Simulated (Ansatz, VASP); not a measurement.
**TePb in VASP and in Ansatz**

File INCAR:

```
  ALGO = Normal
  EDIFF = 1E-6
  ENCUT = 520
  GGA = PE
  ISIF = 2
  ISMEAR = 0
  LASPH = True
  LCHARG = True
  LELF = True
  LREAL = False
  LVHAR = True
  LWAVE = False
  NBANDS = 17
  NELM = 60
  PREC = Accurate
  SIGMA = 0.018000000000000002
```

The input KPOINTS:

```
k-points
0
Gamma
  7 7 7
```

The input POSCAR:

```
TePb
1.0
    4.0022870000      0.0000000000      0.0000000000
    0.0000000000      4.0022870000      0.0000000000
    0.0000000000      0.0000000000      4.0022870000
Pb Te
1 1
Direct
    0.0000000000      0.0000000000      0.0000000000
    0.5000000000      0.5000000000      0.5000000000
```

input.yaml

```yaml
crystal:
  lattice:
    - [4.002287, 0.0, 0.0]
    - [0.0, 4.002287, 0.0]
    - [0.0, 0.0, 4.002287]
  atoms:
    - { symbol: Pb, position: [0.0, 0.0, 0.0] }
    - { symbol: Te, position: [0.5, 0.5, 0.5] }
kpoints:
  mp_grid: { grid: [7, 7, 7] }
scf:
  occupations: { method: gaussian, width: 0.018 }
hamiltonian:
  xc: pbe
  pseudopotentials: { kind: all_electron, lapw: { basis_error: 0.001 } }
output:
  forces: true
  stress: true
  eigenvalues: true
```

Measurements of this composition are mostly on another form, of space group No. 225.

Alike in both runs: task single point; functional PBE; k mesh 7 × 7 × 7; occupations gaussian, width 0.018 eV; no spin polarisation.

```csv
,VASP,Ansatz
version,VASP 6.6.1,Ansatz 0.2.0
potentials or method,"VASP PAW PBE potentials, release 64 (Pb_d, Te)","all-electron LAPW, scalar-relativistic"
plane-wave cutoff (eV),520,see its input
```

VASP gave:

| Property | Result |
| --- | --- |
| gap on the k mesh at the Fermi level (eV) | none |
| pressure (GPa) | 0.0 |

What did Ansatz give for the same quantities?

gap on the k mesh at the Fermi level (eV): none; pressure (GPa): 0.1.

A gap of «none» marks a metal or a gap that the smearing closes. Ansatz ran all-electron here, so the differences hold the error of VASP's frozen core and of both bases.

Spin-orbit coupling is left out, which matters for the levels of Pb, Te.
